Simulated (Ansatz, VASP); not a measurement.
**Two plane-wave programs on Ti**

File INCAR:

```
PREC = Accurate
ENCUT = 520
EDIFF = 1E-6
ISMEAR = -1
SIGMA = 0.15
LREAL = False
LASPH = True
NELM = 100
ALGO = Normal
ISIF = 2
LWAVE = False
LCHARG = True
GGA = PS
LELF = True
LVHAR = True
NBANDS = 12
```

KPOINTS

```
regular mesh
0
Gamma
  20 20 20
```

POSCAR

```
Ti
1.0
   -1.5988494218      1.5988494218      1.5988494218
    1.5988494218     -1.5988494218      1.5988494218
    1.5988494218      1.5988494218     -1.5988494218
Ti
1
Direct
    0.0000000000      0.0000000000      0.0000000000
```

Input for Ansatz:

```yaml
crystal:
  lattice:
    - [-1.5988494218, 1.5988494218, 1.5988494218]
    - [1.5988494218, -1.5988494218, 1.5988494218]
    - [1.5988494218, 1.5988494218, -1.5988494218]
  atoms:
    - { symbol: Ti, position: [0.0, 0.0, 0.0] }
basis:
  ecutwfc: 420
kpoints:
  mp_grid: { grid: [20, 20, 20] }
hamiltonian:
  xc: pbesol
scf:
  occupations: { method: fermi_dirac, width: 0.15 }
output:
  forces: true
  stress: true
  eigenvalues: true
```

Alike in both runs: task single point; functional PBEsol; k mesh 20 × 20 × 20; occupations fermi-dirac, width 0.15 eV; no spin polarisation.

|  | VASP | Ansatz |
| --- | --- | --- |
| version | VASP 6.6.1 | Ansatz 0.2.0 |
| potentials or method | VASP PAW PBE potentials, release 64 (Ti_sv) | scalar-relativistic, plane waves, PAW |
| plane-wave cutoff (eV) | 520 | 420 |
| valence electrons in the cell | 12 | 12 |

|  | VASP | Ansatz | Ansatz less VASP |
| --- | --- | --- | --- |
| gap on the k mesh at the Fermi level (eV) | none | none | - |
| pressure (GPa) | 2.0 | 2.3 | +0.29 |

A gap of «none» marks a metal or a gap that the smearing closes. With one functional, cell and mesh, what is left measures potentials, basis and numerics.

Caveats: the PAW data sets were made with another functional, which shifts forces and pressure a little (VASP).
